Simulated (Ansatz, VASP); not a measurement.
One calculation of P, two programs

```
CELL_PARAMETERS angstrom
-1.69151 2.51517 1.85894
1.69151 -2.51517 1.85894
1.69151 2.51517 -1.85894
ATOMIC_POSITIONS crystal
P 0.69669 0.94669 0.75000
P 0.30331 0.05331 0.25000
```

This isn't the form of P at room conditions, which is orthorhombic.

Alike in both runs: task single point; functional PBE; k mesh 11 × 11 × 11; occupations fermi-dirac, width 0.05 eV; no spin polarisation.

```csv
,VASP,Ansatz
version,VASP 6.6.1,Ansatz 0.2.0
potentials or method,"VASP PAW PBE potentials, release 64 (P)",Ansatz PAW
plane-wave cutoff (eV),520,420
valence electrons in the cell,10,10
```

|  | VASP | Ansatz | Ansatz less VASP |
| --- | --- | --- | --- |
| gap on the k mesh at the Fermi level (eV) | none | none | - |
| pressure (GPa) | 2.4 | 2.7 | +0.30 |
| largest component of the traceless stress (GPa) | 0.87 | 1.04 | +0.171 |
| rms of the force components (eV/Å) | 0.188 | 0.219 | +0.0312 |

Atom by atom the forces differ by 0.031 eV/Å (rms over components). A gap of «none» marks a metal or a gap that the smearing closes. With one functional, cell and mesh, what is left measures potentials, basis and numerics.
